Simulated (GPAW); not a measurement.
Here is a GPAW 26.7.0 calculation.

run.py

```python
from ase.filters import FrechetCellFilter
from ase.io import read, write
from ase.optimize import BFGS
from ase.units import GPa
from gpaw import GPAW, PW, setup_paths

setup_paths.insert(0, '.')

atoms = read('Pb.xyz')

calc = GPAW(mode=PW(600),
            xc='BLYP',
            kpts={'size': (9, 9, 9), 'gamma': True},
            occupations={'name': 'fermi-dirac', 'width': 0.05},
            nbands=14,
            convergence={'density': 1e-05, 'forces': 0.0001},
            eigensolver='davidson',
            maxiter=150,
            txt='gpaw.txt')
atoms.calc = calc
opt = BFGS(FrechetCellFilter(atoms, scalar_pressure=5 * GPa), trajectory='relax.traj', logfile='-')
done = opt.run(fmax=0.05, steps=40)
calc.write('gs.gpw')
write('result.traj', atoms)
print('Converged:', done)
print('Cell:', atoms.cell.cellpar().round(4))
print('Volume:', round(atoms.get_volume(), 4))
print(atoms.get_scaled_positions().round(5))
```

The input Pb.xyz:

```xyz
1
Lattice="0.0000000000 2.4750200000 2.4750200000 2.4750200000 0.0000000000 2.4750200000 2.4750200000 2.4750200000 0.0000000000" Properties=species:S:1:pos:R:3 pbc="T T T"
Pb     0.0000000000      0.0000000000      0.0000000000
```

Potentials or basis: PAW data sets generated in the run's folder for this functional, pw.

Run with:

```sh
$ gpaw-setup -f BLYP Pb
$ OMP_NUM_THREADS=1 python run.py
```

Task: Predict the relaxed cell.

Result: a = 3.513 Å, b = 3.513 Å, c = 3.513 Å, α = 60.00°, β = 60.00°, γ = 60.00°.

Task: Estimate the band gap on the k mesh.

Result: None (metal or under the smearing width).

Final structure:
```xyz
1
Lattice="0.0000 2.4843 2.4843 2.4843 0.0000 2.4843 2.4843 2.4843 0.0000" Properties=species:S:1:pos:R:3 pbc="T T T"
Pb    0.0000    0.0000    0.0000
```

Caveat: later steps reuse the first step's grids. Zero-point motion and thermal expansion aren't in these numbers.
